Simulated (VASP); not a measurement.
# KF (Pm-3m) in VASP: notebook

Aim: see how the results for KF move with the level of theory and the settings. Levels: r2SCAN+D3(BJ), r2SCAN0+rVV10. Tasks: core levels, band structure.

Everything below comes from runs of VASP 6.6.1. Logs are shortened: lines on timing, memory, paths and dates and some standing lists are left out, and cuts for length are marked.

### 1 The structure

The structure is cubic, space group Pm-3m (No. 221). Conventional cell: a = 3.259 Å, b = 3.259 Å, c = 3.259 Å, α = 90.00°, β = 90.00°, γ = 90.00°. K (site symmetry m-3m) is surrounded by 8 F at 2.82 Å. F (site symmetry m-3m) is surrounded by 8 K at 2.82 Å.

The cell comes from a database or a generator and needn't be the stable form of this composition.

### 2 Core levels, r2SCAN+D3(BJ) (cell strained at random at fixed volume)

Input file INCAR:

```
SYSTEM = KF
PREC = Accurate
ENCUT = 520
EDIFF = 1E-6
ISMEAR = 0
SIGMA = 0.05
LREAL = .False.
LASPH = .True.
NELM = 60
ALGO = Normal
ISIF = 2
LWAVE = .False.
LCHARG = .False.
METAGGA = R2SCAN
LMIXTAU = .True.
IVDW = 12
VDW_S6 = 1.0
VDW_S8 = 0.78981345
VDW_A1 = 0.49484001
VDW_A2 = 5.73083694
ICORELEVEL = 1
```

Input file KPOINTS:

```
Automatic mesh
0
Gamma
  8 8 8
  0 0 0
```

Input file POSCAR:

```
KF
1.0
    3.2837060000     -0.0248910000      0.0523630000
   -0.0248910000      3.2621230000      0.0379390000
    0.0523630000      0.0379390000      3.2327210000
K F
1 1
Cartesian
    0.0000000000      0.0000000000      0.0000000000
    1.6555890000      1.6375855000      1.6615115000
```

Potentials or basis: VASP PAW PBE potentials, release 64 (K_sv, F).

On the command line:

```sh
$ cat potpaw_PBE.64/K_sv/POTCAR potpaw_PBE.64/F/POTCAR > POTCAR
$ mpirun -np 1 vasp_std > vasp.out
```

OUTCAR:

```text
SYSTEM = KF
   PREC = Accurate
   ENCUT = 520
   EDIFF = 1E-6
   ISMEAR = 0
   LREAL = .False.
   LASPH = .True.
   NELM = 60
   ISIF = 2
   METAGGA = R2SCAN
   IVDW = 12
 IVDW          = 12

 ion  position               nearest neighbor table
   1  0.000  0.000  0.000-   2 2.76   2 2.76   2 2.83   2 2.83   2 2.85   2 2.85
   2  0.500  0.500  0.500-   1 2.76   1 2.76   1 2.83   1 2.83   1 2.85   1 2.85

  LATTYP: Found a triclinic cell.
 ALAT       =     3.2333676431
 B/A-ratio  =     1.4023570521
 C/A-ratio  =     1.7694514773
 COS(alpha) =     0.0028767728
 COS(beta)  =     0.5967907123
 COS(gamma) =     0.6898758772

  Lattice vectors:

 A1 = (  -0.0523630000,  -0.0379390000,  -3.2327210000)
 A2 = (   3.2313430000,  -0.0628300000,  -3.1803580000)
 A3 = (  -3.3111780000,  -3.2751710000,  -3.3230230000)

Analysis of symmetry for initial positions (statically):
=====================================================================
 Subroutine PRICEL returns:
 Original cell was already a primitive cell.

 Routine SETGRP: Setting up the symmetry group for a
 triclinic supercell.

 Subroutine GETGRP returns: Found  2 space group operations
 (whereof  2 operations were pure point group operations)
 out of a pool of  2 trial point group operations.

The static configuration has the point symmetry S_2 .

Analysis of symmetry for dynamics (positions and initial velocities):
=====================================================================
 Subroutine PRICEL returns:
 Original cell was already a primitive cell.

 Routine SETGRP: Setting up the symmetry group for a
 triclinic supercell.

 Subroutine GETGRP returns: Found  2 space group operations
 (whereof  2 operations were pure point group operations)
 out of a pool of  2 trial point group operations.

The dynamic configuration has the point symmetry S_2 .

 Subroutine INISYM returns: Found  2 space group operations
 (whereof  2 operations are pure point group operations),
 and found     1 'primitive' translations

----------------------------------------------------------------------------------------

                                     Primitive cell

  volume of cell :      34.6127

  direct lattice vectors                    reciprocal lattice vectors
     3.283706000 -0.024891000  0.052363000     0.304631150  0.002382142 -0.004962314
    -0.024891000  3.262123000  0.037939000     0.002382142  0.306609308 -0.003636932
     0.052363000  0.037939000  3.232721000    -0.004962314 -0.003636932  0.309459995

  length of vectors
     3.284217797  3.262438566  3.233367643     0.304680877  0.306640130  0.309521146

  position of ions in fractional coordinates (direct lattice)
     0.000000000  0.000000000  0.000000000
     0.500000000  0.500000000  0.500000000

  ion indices of the primitive-cell ions
   primitive index   ion index
                 1           1
                 2           2

----------------------------------------------------------------------------------------

 KPOINTS: Automatic mesh

Automatic generation of k-mesh.
 Grid dimensions read from file:
 generate k-points for:    8    8    8

 Generating k-lattice:

  Cartesian coordinates                     Fractional coordinates (reciprocal lattice)
     0.038078894  0.000297768 -0.000620289     0.125000000  0.000000000  0.000000000
     0.000297768  0.038326163 -0.000454617     0.000000000  0.125000000  0.000000000
    -0.000620289 -0.000454617  0.038682499    -0.000000000 -0.000000000  0.125000000

  Length of vectors
     0.038085110  0.038330016  0.038690143

  Shift w.r.t. Gamma in fractional coordinates (k-lattice)
     0.000000000  0.000000000  0.000000000

 Subroutine IBZKPT returns following result:
 ===========================================

 Found    260 irreducible k-points:

 Following reciprocal coordinates:
            Coordinates               Weight
  0.000000  0.000000  0.000000      1.000000
  0.125000  0.000000  0.000000      2.000000
  0.250000  0.000000  0.000000      2.000000
  0.375000  0.000000  0.000000      2.000000
  0.500000  0.000000  0.000000      1.000000
  0.000000  0.125000  0.000000      2.000000
[... 16 lines left out ...]
  0.125000  0.375000  0.000000      2.000000
  0.250000  0.375000  0.000000      2.000000
 [... further k-points ...]
   k-points           NKPTS =    260   k-points in BZ     NKDIM =    260   number of bands    NBANDS=     12
   number of dos      NEDOS =    301   number of ions     NIONS =      2
   total plane-waves  NPLWV =  13824
   dimension x,y,z NGX =    24 NGY =   24 NGZ =   24
   dimension x,y,z NGXF=    48 NGYF=   48 NGZF=   48
   ions per type =               1   1
   NGX,Y,Z   is equivalent  to a cutoff of  12.15, 12.23, 12.34 a.u.
   NGXF,Y,Z  is equivalent  to a cutoff of  24.30, 24.46, 24.68 a.u.
 SYSTEM =  KF
   PREC   = accura    normal or accurate (medium, high low for compatibility)
   ISTART =      0    job   : 0-new  1-cont  2-samecut
   ICHARG =      2    charge: 1-file 2-atom 10-const
   ISPIN  =      1    spin polarized calculation?
   LNONCOLLINEAR =      F non collinear calculations
   LSORBIT =      F    spin-orbit coupling
   LASPH  =      T    aspherical Exc in radial PAW
   ENCUT  =  520.0 eV  38.22 Ry    6.18 a.u.   6.11  6.07  6.01*2*pi/ulx,y,z
   NELM   =     60;   NELMIN=  2; NELMDL= -5     # of ELM steps
   EDIFF  = 0.1E-05   stopping-criterion for ELM
   LREAL  =      F    real-space projection
   EDIFFG = 0.1E-04   stopping-criterion for IOM
   NSW    =      0    number of steps for IOM
   IBRION =     -1    ionic relax: 0-MD 1-quasi-New 2-CG
   NFREE  =      0    steps in history (QN), initial steepest desc. (CG)
   ISIF   =      2    stress and relaxation
   ISYM   =      2    0-nonsym 1-usesym 2-fastsym
   POTIM  = 0.5000    time-step for ionic-motion
   TEBEG  =    0.0;   TEEND  =   0.0 temperature during run
   PSTRESS=    0.0 pullay stress
   NELECT =      16.0000    total number of electrons
   NUPDOWN=      -1.0000    fix difference up-down
   EMIN   =  10.00;   EMAX   =-10.00  energy-range for DOS
   EFERMI =   0.00;   METHOD = LEGACY
   ISMEAR =     0;   SIGMA  =   0.05  broadening in eV -4-tet -1-fermi 0-gaus
   EFERMI_NEDOS =   21; number of points for ismear=-14 and -15
   IALGO  =     38    algorithm
   IMIX   =      4    mixing-type and parameters
     AMIX     =   0.40;   BMIX     =  1.00
     AMIX_MAG =   1.60;   BMIX_MAG =  1.00
  volume/ion in A,a.u.               =      17.31       116.79
  Fermi-wavevector in a.u.,A,eV,Ry     =   1.265814  2.392041 21.800406  1.602285
  Thomas-Fermi vector in A             =   2.399047
   LORBIT       =      0    0 simple, 1 ext, 2 COOP (PROOUT), +10 PAW based schemes
   METAGGA = R2SCAN    functional components
   LHFCALC =     F    Hartree Fock is set to
   AEXX    =    0.0000 exact exchange contribution
   IVDW    =    12    specifies the selected vdW correction
   LEPSILON=     F    determine dielectric tensor
   LRPA    =     F    only Hartree local field effects (RPA)
 non-spin polarized calculation
 Gauss-broadening in eV      SIGMA  =   0.05
  energy-cutoff  :      520.00
  volume of cell :       34.61
 maximum number of plane-waves:       949
   NGX = 13   NGY = 13   NGZ = 13

 number of electron      15.9999994 magnetization

 Free energy of the ion-electron system (eV)
  ---------------------------------------------------
  ext. energy  EPLUGINS =         0.00000000
  ---------------------------------------------------
  free energy    TOTEN  =       -14.83846414 eV

  energy without entropy =      -14.83846414  energy(sigma->0) =      -14.83846414

 the core state eigenenergies are
   1-  1s  -3554.8153  2s   -359.1577  2p   -286.1271
   2-  1s   -667.8272

 E-fermi :  -2.2336     XC(G=0):  -9.5011

 val. band max:       -2.5539908552   @ k =   0.5000   0.5000   0.0000
 cond. band min:       4.5672350224   @ k =   0.0000   0.0000   0.0000
 fundamental gap:      7.1212258776
 Fermi energy:        -2.2335748683

 k-point     1 :       0.0000    0.0000    0.0000
  band No.  band energies     occupation
      1     -30.6054      2.00000
      2     -22.6108      2.00000
      3     -12.8912      2.00000
      4     -12.8754      2.00000
      5     -12.8531      2.00000
      6      -2.6538      2.00000
      7      -2.6319      2.00000
      8      -2.6006      2.00000
      9       4.5672      0.00000
     10       6.4183      0.00000
     11       6.4566      0.00000
     12      12.1148      0.00000

 k-point     2 :       0.1250    0.0000    0.0000
  band No.  band energies     occupation
      1     -30.5886      2.00000
      2     -22.6150      2.00000
      3     -12.9881      2.00000
      4     -12.8606      2.00000
      5     -12.8391      2.00000
      6      -2.8416      2.00000
      7      -2.6488      2.00000
      8      -2.6152      2.00000
      9       4.9731      0.00000
     10       6.5687      0.00000
     11       6.7774      0.00000
     12      11.8787      0.00000

 k-point     3 :       0.2500    0.0000    0.0000
  band No.  band energies     occupation
      1     -30.5475      2.00000
      2     -22.6258      2.00000
      3     -13.2150      2.00000
      4     -12.8238      2.00000
      5     -12.8036      2.00000
      6      -3.2520      2.00000
      7      -2.6932      2.00000
      8      -2.6483      2.00000
      9       5.9746      0.00000
     10       6.8816      0.00000
     11       7.6941      0.00000
     12      11.3478      0.00000
[... 211 lines left out ...]
 k-point    18 :       0.5000    0.2500    0.0000
  band No.  band energies     occupation
      1     -30.4380      2.00000
      2     -22.5891      2.00000
      3     -13.5625      2.00000
      4     -13.2257      2.00000
      5     -12.7154      2.00000
      6      -3.4568      2.00000
      7      -2.9829      2.00000
      8      -2.6316      2.00000
      9       7.3218      0.00000
     10       7.7456      0.00000
     11       9.3034      0.00000
     12      10.5782      0.00000

 k-point    19 :      -0.3750    0.2500    0.0000
  band No.  band energies     occupation
      1     -30.4543      2.00000
      2     -22.5917      2.00000
      3     -13.4667      2.00000
      4     -13.2249      2.00000
      5     -12.7291      2.00000
      6      -3.3831      2.00000
      7      -2.9776      2.00000
      8      -2.6300      2.00000
      9       7.1186      0.00000
     10       7.7583      0.00000
     11       9.2361      0.00000
     12      10.7367      0.00000

 k-point    20 :      -0.2500    0.2500   -0.0000
  band No.  band energies     occupation
      1     -30.4922      2.00000
      2     -22.6028      2.00000

------------------------ aborting loop because EDIFF is reached ----------------------------------------

 Edisp (eV)   -0.16575

 E8    (eV) :    -0.0633

  FORCE on cell =-STRESS in cart. coord.  units (eV):
  Direction    XX          YY          ZZ          XY          YZ          ZX
  --------------------------------------------------------------------------------------
  -------------------------------------------------------------------------------------
  Total      -0.87216    -0.75146    -0.58436     0.03442    -0.03953    -0.04877
  in kB     -40.37106   -34.78402   -27.04926     1.59310    -1.82970    -2.25736
  external pressure =      -34.07 kB  Pullay stress =        0.00 kB

 VOLUME and BASIS-vectors are now :
 -----------------------------------------------------------------------------
  energy-cutoff  :      520.00
  volume of cell :       34.61
      direct lattice vectors                 reciprocal lattice vectors
     3.283706000 -0.024891000  0.052363000     0.304631150  0.002382142 -0.004962314
    -0.024891000  3.262123000  0.037939000     0.002382142  0.306609308 -0.003636932
     0.052363000  0.037939000  3.232721000    -0.004962314 -0.003636932  0.309459995

 POSITION                                       TOTAL-FORCE (eV/Angst)
 -----------------------------------------------------------------------------------
      0.00000      0.00000      0.00000        -0.000000      0.000000      0.000000
      1.65559      1.63759      1.66151         0.000000     -0.000000     -0.000000
 -----------------------------------------------------------------------------------
    total drift:                                0.000000      0.000000     -0.000000

  FREE ENERGIE OF THE ION-ELECTRON SYSTEM (eV)
  ---------------------------------------------------
  free  energy   TOTEN  =       -15.0042168519 eV

  energy  without entropy=      -15.0042168519  energy(sigma->0) =      -15.00421685
```

Run time: 6.8 min. Hardware: 1 thread of Intel Xeon Platinum 8175M at 2.50GHz (Skylake/Cascade Lake), shared host; peak memory 0.24 GiB.

What came out:

```yaml
Free_energy: -15.0042 eV
Pressure: -3.4 GPa
Band_gap_on_the_k_mesh: 7.12 eV, indirect (least direct gap 7.17 eV)
Dispersion_energy_per_atom: -0.083 eV
```

Core levels (eV, on the scale of the bands):
```
atom                            levels
 1 K  1s -3554.8, 2s -359.2, 2p -286.1
 2 F                         1s -667.8
```

Caveat: the PAW data sets were made with another functional, which shifts forces and pressure a little.

### 3 Band structure, r2SCAN0+rVV10

Input file POSCAR:

```
KF
1.0
    3.2589550000      0.0000000000      0.0000000000
    0.0000000000      3.2589550000      0.0000000000
    0.0000000000      0.0000000000      3.2589550000
K F
1 1
Direct
    0.0000000000      0.0000000000      0.0000000000
    0.5000000000      0.5000000000      0.5000000000
```

Input file INCAR.step1:

```
SYSTEM = KF
PREC = Accurate
ENCUT = 520
EDIFF = 1E-5
ISMEAR = 0
SIGMA = 0.1
LREAL = .FALSE.
LASPH = .TRUE.
NELM = 60
ALGO = Normal
ISIF = 2
LWAVE = .TRUE.
LCHARG = .FALSE.
GGA = PE
```

Input file INCAR.step2:

```
SYSTEM = KF
PREC = Accurate
ENCUT = 520
EDIFF = 1E-7
ISMEAR = 0
SIGMA = 0.1
LREAL = .FALSE.
LASPH = .TRUE.
NELM = 60
ALGO = Normal
ISIF = 2
LWAVE = .FALSE.
LCHARG = .FALSE.
METAGGA = R2SCAN
LHFCALC = .TRUE.
AEXX = 0.25
LMIXTAU = .TRUE.
PRECFOCK = Fast
HFRCUT = -1
LUSE_VDW = .TRUE.
IVDW_NL = 2
BPARAM = 11.95
CPARAM = 0.0093
ISTART = 1
```

Input file KPOINTS:

```
regular mesh
0
G
  4 4 4
  0 0 0
```

Input file KPOINTS_OPT:

```
path GXMGRX,MR
12
line-mode
reciprocal
 0.0000000000  0.0000000000  0.0000000000  G
 0.0000000000  0.5000000000  0.0000000000  X

 0.0000000000  0.5000000000  0.0000000000  X
 0.5000000000  0.5000000000  0.0000000000  M

 0.5000000000  0.5000000000  0.0000000000  M
 0.0000000000  0.0000000000  0.0000000000  G

 0.0000000000  0.0000000000  0.0000000000  G
 0.5000000000  0.5000000000  0.5000000000  R

 0.5000000000  0.5000000000  0.5000000000  R
 0.0000000000  0.5000000000  0.0000000000  X

 0.5000000000  0.5000000000  0.0000000000  M
 0.5000000000  0.5000000000  0.5000000000  R
```

Potentials or basis: VASP PAW PBE potentials, release 64 (K_sv, F).

On the command line:

```sh
$ cat potpaw_PBE.64/K_sv/POTCAR potpaw_PBE.64/F/POTCAR > POTCAR
$ cp INCAR.step1 INCAR
$ mpirun -np 1 vasp_std > vasp.out
$ cp INCAR.step2 INCAR
$ mpirun -np 1 vasp_std > vasp.out
```

Run time: 14 min. Hardware: 1 thread of Intel Xeon Platinum 8175M at 2.50GHz (Skylake/Cascade Lake), shared host; peak memory 0.21 GiB.

The run converged. Its results:

* Free energy: -14.8476 eV
* Pressure: -4.0 GPa
* Band gap on the k mesh: 9.57 eV, indirect (least direct gap 9.62 eV)
* Band gap along the path: 9.57 eV, indirect (least direct gap 9.62 eV)

Levels at the corners of the path, in eV from the valence-band top:
```csv
point,band 5,band 6,band 7,band 8,band 9,band 10,band 11,band 12
Γ,-10.29,-0.05,-0.05,-0.05,9.57,11.75,11.75,17.99
X,-10.17,-1.23,-0.16,-0.16,12.87,12.88,14.38,16.39
X,-10.17,-1.23,-0.16,-0.16,12.87,12.88,14.38,16.39
M,-10.09,-0.64,-0.64,0.00,11.99,12.49,15.75,15.75
M,-10.09,-0.64,-0.64,0.00,11.99,12.49,15.75,15.75
Γ,-10.29,-0.05,-0.05,-0.05,9.57,11.75,11.75,17.99
Γ,-10.29,-0.05,-0.05,-0.05,9.57,11.75,11.75,17.99
R,-10.90,-1.06,-1.06,-1.06,14.15,14.15,14.15,18.87
R,-10.90,-1.06,-1.06,-1.06,14.15,14.15,14.15,18.87
X,-10.17,-1.23,-0.16,-0.16,12.87,12.88,14.38,16.39
M,-10.09,-0.64,-0.64,0.00,11.99,12.49,15.75,15.75
R,-10.90,-1.06,-1.06,-1.06,14.15,14.15,14.15,18.88
```

Caveat: the k mesh is coarse (spacing up to 0.48 Å⁻¹), so the values aren't converged, least of all with exact exchange; the PAW data sets were made with another functional, which shifts forces and pressure a little.

### 4 For comparison

An earlier run on the cell as given: functional PBE; potentials or basis VASP PAW PBE potentials, release 64 (K_sv, F); cutoff 520 eV; k mesh 8 × 8 × 8; occupations fermi-dirac, width 0.05 eV; no spin polarisation.

* Pressure: 0.0 GPa
* Band gap on the k mesh: 6.26 eV, indirect (least direct gap 6.31 eV)

### 5 The runs side by side

| task | level | cell | k mesh | smearing | grid for exact exchange (PRECFOCK) | exchange at q = 0 | mesh quality | gap on the mesh (eV) | pressure (GPa) |
| --- | --- | --- | --- | --- | --- | --- | --- | --- | --- |
| core levels | r2SCAN+D3(BJ) | cell strained at random at fixed volume | 8 × 8 × 8 | gaussian 0.05 eV | - | - | not flagged | 7.12 | -3.4 |
| band structure | r2SCAN0+rVV10 | as given | 4 × 4 × 4 | gaussian 0.1 eV | Fast | truncated | coarse | 9.57 | -4.0 |
| single point | PBE | as given | 8 × 8 × 8 | fermi-dirac 0.05 eV | - | - | not flagged | 6.26 | 0.0 |

Alike in all rows: potentials or basis VASP PAW PBE potentials, release 64 (K_sv, F); no spin polarisation; cutoff (eV) 520.

Caveats: some runs use coarse meshes; the PAW data sets were made with another functional, which shifts forces and pressure a little (some runs).

Absolute energies hang on the potentials; compare differences alone.
